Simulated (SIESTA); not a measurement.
Pd:

```
CELL_PARAMETERS angstrom
2.78367 0.00000 0.00000
-1.39183 2.41072 0.00000
0.00000 0.00000 4.62889
ATOMIC_POSITIONS crystal
Pd 0.33333 0.66667 0.25000
Pd 0.66667 0.33333 0.75000
```

This isn't the form of Pd at room conditions, which is fcc.

```yaml
Program: SIESTA 5.4.2
Task: single point
Functional: PBE
Potentials_or_basis: PseudoDojo 0.4 standard (PBE files)
Basis: DZP (energy shift 0.003 Ry; two zetas on semicore shells)
Grid_cutoff: 800 Ry
Energy_shift: 0.003 Ry
k_mesh: 11 × 11 × 6
Occupations: fermi-dirac, width 0.05 eV
Spin: no spin polarisation
```

On this cell: pressure -0.3 GPa; largest force under 0.003 eV/Å; band gap on the k mesh none (metal or under the smearing width).

The same run follows on a disturbed copy (atoms moved at random, drawn with an rms of 0.05 Å):

```xyz
2
Lattice="2.7837 0.0000 0.0000 -1.3918 2.4107 0.0000 0.0000 0.0000 4.6289" Properties=species:S:1:pos:R:3 pbc="T T T"
Pd   -0.0483    1.6675    1.1155
Pd    1.3843    0.8293    3.5121
```

Problem. What changes?

Solution. The energy (extrapolated to zero smearing) moves by +15.4 meV/atom; pressure 0.5 GPa; largest force 0.736 eV/Å; band gap on the k mesh none (metal or under the smearing width).

Forces in eV/Å, atoms in the order of the input:
```
Pd   0.025 -0.028  0.735
Pd  -0.025  0.029 -0.735
```

Stress tensor (GPa, compression positive):
```
-0.18  0.53  0.15
 0.53  0.77 -0.16
 0.15 -0.16  0.87
```

Caveats: the basis of atomic orbitals isn't converged, which shifts pressures, moduli and gaps.
